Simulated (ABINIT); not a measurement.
Runs of ABINIT 10.8.3 (patched build) on Cl. It takes space group Cmce (No. 64, orthorhombic). The conventional cell has a = 6.290 Å, b = 4.500 Å, c = 8.210 Å, α = 90.00°, β = 90.00°, γ = 90.00°. Cl (site symmetry m) has 1 Cl at 2.02 Å as nearest neighbours. 

```tsv
task	level	potentials or basis	k mesh	cutoff (eV)	fine-grid cutoff	mesh quality	gap on the mesh (eV)	pressure (GPa)	largest force (eV/Å)
single point	PBE	JTH PAW PBE v2.0	6 × 6 × 3	680	1278.94 eV	not flagged	2.48	0.6	0.11
single point	PBEsol	JTH PAW PBE v2.0	4 × 4 × 2	680	1278.94 eV	coarse	(b)	(a)	0.17
band structure	r2SCAN	JTH PAW PBE v2.0	7 × 7 × 4	816	1414.99 eV	not flagged	2.84	-	0.13
single point	LDA	JTH PAW LDA v2.0	4 × 4 × 2	680	1278.94 eV	coarse	2.33	-2.4	0.17
band structure	TB-mBJ	JTH PAW LDA v2.0	6 × 6 × 3	816	1414.99 eV	not flagged	(c)	-	-
```

Alike in all rows: no spin polarisation; cell as given; smearing fermi-dirac 0.05 eV.

Question: Estimate the missing entries.

Answer: (a) -0.9; (b) 2.43; (c) 3.89.

Caveats: some runs use coarse meshes; the PAW data sets were made with another functional, which shifts forces and pressure a little (some runs); an odd mesh through Γ misses points on the zone boundary, where band edges often lie (some runs); the constant c of TB-mBJ comes from the pseudo density here, which moves gaps by up to 0.3 eV between sets of potentials (some runs).

Not every run made on this cell is shown here.
